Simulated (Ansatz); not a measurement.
CoO: do energies and stresses tell the same story?

The calculation used Ansatz, DFT PBEsol, scalar-relativistic, plane waves, PAW.

Plane waves to 420 eV, a k mesh through Γ of 18×18×18 on the computed 2-atom cell and Gaussian smearing (0.10 eV); collinear spin from starting moments 2.55 0.32 μB.

Relaxed cell: R-3m, a = 3.056 Å, b = 3.056 Å, c = 6.644 Å, α = 90.00°, β = 90.00°, γ = 120.00°, 2 atoms in the primitive cell. This form isn't the usual stable structure of the compound.

Energies at zero smearing and pressures from the stress tensor, at volumes with shape and atoms relaxed:
```
V (Å³/atom) E − E(first) (meV/atom) P (GPa)
      8.420                     0.00    11.43
      8.688                   -13.31     5.14
      8.957                   -17.46     0.01
      9.226                   -13.43    -4.72
      9.494                    -1.89    -8.87
```

Problem. Check P = −dE/dV between neighbouring volumes, and get the bulk modulus from the pressures alone.

Solution. With 1 eV/Å³ = 160.2 GPa:
```
middle V (Å³/atom)  −ΔE/ΔV (GPa) mean P (GPa)
             8.554         7.938         8.286
             8.823         2.471         2.573
             9.091        -2.403        -2.356
             9.360        -6.879        -6.796
```

The two differ by 0.35 GPa at most. The mean of two end pressures misses the average over a step by about ΔV² P″/12, up to 0.15 GPa here; with that taken off 0.20 GPa remains. The stress is the derivative of the free energy, not of the energy at zero smearing, and with free energies 0.05 GPa remains. The largest site moment goes from 2.10 to 2.47 μB along the series, which bends P(V). Around V = 8.957 Å³/atom, the two neighbours give B = −V ΔP/ΔV = 8.957 × 9.86 / 0.537 = 164.3 GPa, against B0 = 163.9 GPa from the Birch–Murnaghan fit of the energies.

The cell holds one magnetic atom, so it can only be ferromagnetic; an antiferromagnetic order may lie lower.

Only this magnetic start was tried.